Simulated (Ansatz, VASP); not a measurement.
# AlN in VASP and in Ansatz

File POSCAR:

```
AlN
1.0
    3.3981829488      0.0000000000      0.0000000000
   -1.6990914744      2.9429127592      0.0000000000
    0.0000000000      0.0000000000      4.2963792031
Al N
2 2
Direct
    0.3333333333      0.6666666667      0.7500000000
    0.6666666667      0.3333333333      0.2500000000
    0.3333333333      0.6666666667      0.2500000000
    0.6666666667      0.3333333333      0.7500000000
```

The input INCAR.step1:

```
SYSTEM = AlN
PREC = Accurate
ENCUT = 520
ISMEAR = 0
SIGMA = 0.01
LREAL = .FALSE.
LASPH = .TRUE.
NELM = 80
NBANDS = 16
GGA = PE
ALGO = Normal
EDIFF = 1E-4
LWAVE = .TRUE.
LCHARG = .FALSE.
```

INCAR.step2

```
SYSTEM = AlN
PREC = Accurate
ENCUT = 520
EDIFF = 1E-7
ISMEAR = 0
SIGMA = 0.01
LREAL = .FALSE.
LASPH = .TRUE.
NELM = 80
ALGO = Normal
ISIF = 2
LWAVE = .FALSE.
LCHARG = .FALSE.
METAGGA = R2SCAN
LMIXTAU = .TRUE.
NBANDS = 16
ISTART = 1
```

KPOINTS

```
Automatic mesh
0
G
  6 6 4
  0 0 0
```

Input for Ansatz:

```yaml
crystal:
  lattice:
    - [3.398182948805573, 0.0, 0.0]
    - [-1.6990914744027865, 2.9429127592294906, 0.0]
    - [0.0, 0.0, 4.296379203115985]
  atoms:
    - { symbol: Al, position: [0.3333333333333333, 0.6666666666666666, 0.75] }
    - { symbol: Al, position: [0.6666666666666666, 0.3333333333333333, 0.25] }
    - { symbol: "N", position: [0.3333333333333333, 0.6666666666666666, 0.25] }
    - { symbol: "N", position: [0.6666666666666666, 0.3333333333333333, 0.75] }
basis:
  ecutwfc: 500.0
kpoints:
  mp_grid:
    grid: [6, 6, 4]
hamiltonian:
  xc: r2scan
  pseudopotentials:
    kind: paw
scf:
  occupations:
    method: fixed
output:
  stress: true
```

Measurements of this composition are mostly on another form, of space group No. 186.

Alike in both runs: task single point; functional r2SCAN; k mesh 6 × 6 × 4; no spin polarisation.

|  | VASP | Ansatz |
| --- | --- | --- |
| version | VASP 6.6.1 | Ansatz 0.2.0 |
| potentials or method | VASP PAW PBE potentials, release 64 (Al, N) | plane waves, PAW |
| plane-wave cutoff (eV) | 520 | 500 |
| occupations | gaussian, width 0.01 eV | fixed |
| valence electrons in the cell | 16 | 16 |

```csv
,VASP,Ansatz,Ansatz less VASP
pressure (GPa),-19.2,-18.7,+0.48
largest component of the traceless stress (GPa),1.66,1.83,+0.164
```

Caveats: so large a pressure means that the cell lies far from this level's equilibrium, or that cutoff or potentials fall short (VASP); the potentials were made for another functional, which shifts forces and pressure (VASP). r2SCAN opens gaps a little over a GGA but as a rule still falls short of measured ones.
